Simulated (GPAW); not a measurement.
GaN, 4 atoms in the cell. Symmetry: P6_3mc, No. 186, hexagonal system. The conventional cell has a = 3.180 Å, b = 3.180 Å, c = 5.166 Å, α = 90.00°, β = 90.00°, γ = 120.00°. Around Ga (site symmetry 3m) lie 4 N at 1.94 to 1.95 Å. Around N (site symmetry 3m) lie 4 Ga at 1.94 to 1.95 Å. 

- Program: GPAW 26.7.0
- Task: relaxation of cell and atoms
- Functional: PBEsol
- Potentials or basis: PAW data sets generated in the run's folder for this functional
- Cutoff: 800 eV
- Basis: pw
- k mesh: 7 × 7 × 4
- Occupations: fermi-dirac, width 0.05 eV
- Spin: no spin polarisation
- Target pressure: 20 GPa
- Maxiter: 150
- Optimizer: BFGS
- Fmax: 0.02 eV/Å
- Max steps: 60
- Target pressure: 20 GPa
- Convergence: density=1e-05 forces=0.0001

Potentials or basis: PAW data sets generated in the run's folder for this functional, pw.

The run is started by

```bash
$ gpaw-setup -f PBEsol Ga N
$ OMP_NUM_THREADS=1 python run.py
```

Hardware: 1 thread of Arm Neoverse V2, on a shared host.

Q: Estimate the wall time of this run.

A: Run time: 92 s on 1 thread of Arm Neoverse V2 (shared host), peak memory 0.23 GiB. Counts: scf iterations 49, plane waves 2352, bands 18, k points 28, ion steps 5.
